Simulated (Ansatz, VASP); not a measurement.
## Two plane-wave programs on BN

```xyz
2
Lattice="0.0000 1.8123 1.8123 1.8123 0.0000 1.8123 1.8123 1.8123 0.0000" Properties=species:S:1:pos:R:3 pbc="T T T"
B     0.0000    0.0000    0.0000
N     2.7185    2.7185    2.7185
```

Alike in both runs: functional PBE; k mesh 12 × 12 × 12; occupations gaussian, width 0.02 eV; no spin polarisation.

Ansatz relaxed the structure, and its values are those at the end. VASP's run is a single point on that final structure, the one shown.

```csv
,VASP,Ansatz
version,VASP 6.6.1,Ansatz 0.2.0
potentials or method,"VASP PAW PBE potentials, release 64 (B, N)","scalar-relativistic, plane waves, PAW"
plane-wave cutoff (eV),520,420
valence electrons in the cell,8,8
```

|  | VASP | Ansatz | Ansatz less VASP |
| --- | --- | --- | --- |
| gap on the k mesh at the Fermi level (eV) | 4.45 | 4.46 | +0.012 |
| least direct gap on the mesh (eV) | 8.78 | 8.79 | +0.011 |
| pressure (GPa) | 0.3 | 0.0 | -0.25 |

A k mesh can miss the band edges.
